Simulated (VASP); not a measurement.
Runs of VASP 6.6.1 on MgS (Niningerite). It takes space group Fm-3m (No. 225, cubic). Conventional cell: a = 5.203 Å, b = 5.203 Å, c = 5.203 Å, α = 90.00°, β = 90.00°, γ = 90.00°. S (site symmetry m-3m) is surrounded by 6 Mg at 2.60 Å. Around Mg (site symmetry m-3m) lie 6 S at 2.60 Å. 

| cell | target pressure | gap on the mesh (eV) | pressure (GPa) |
| --- | --- | --- | --- |
| relaxed to 10 GPa | 10 GPa | 3.11 | 10.0 |
| relaxed to 5 GPa | 5 GPa | (b) | 5.0 |
| relaxed to 20 GPa | 20 GPa | (a) | 20.0 |
| relaxed to 2 GPa | 2 GPa | 2.94 | 2.0 |
| relaxed to 30 GPa | 30 GPa | 3.38 | 30.0 |

Alike in all rows: task relaxation of cell and atoms; level PBE; potentials or basis VASP PAW PBE potentials, release 64 (S, Mg); no spin polarisation; k mesh 9 × 9 × 9; cutoff (eV) 600; smearing fermi-dirac 0.05 eV.

Q: Fill in the values left out.

A: (a) 3.27; (b) 3.01.

Caveats: the cell is relaxed towards a set pressure, so the enthalpy falls and the energy may rise; an odd mesh through Γ misses points on the zone boundary, where band edges often lie.
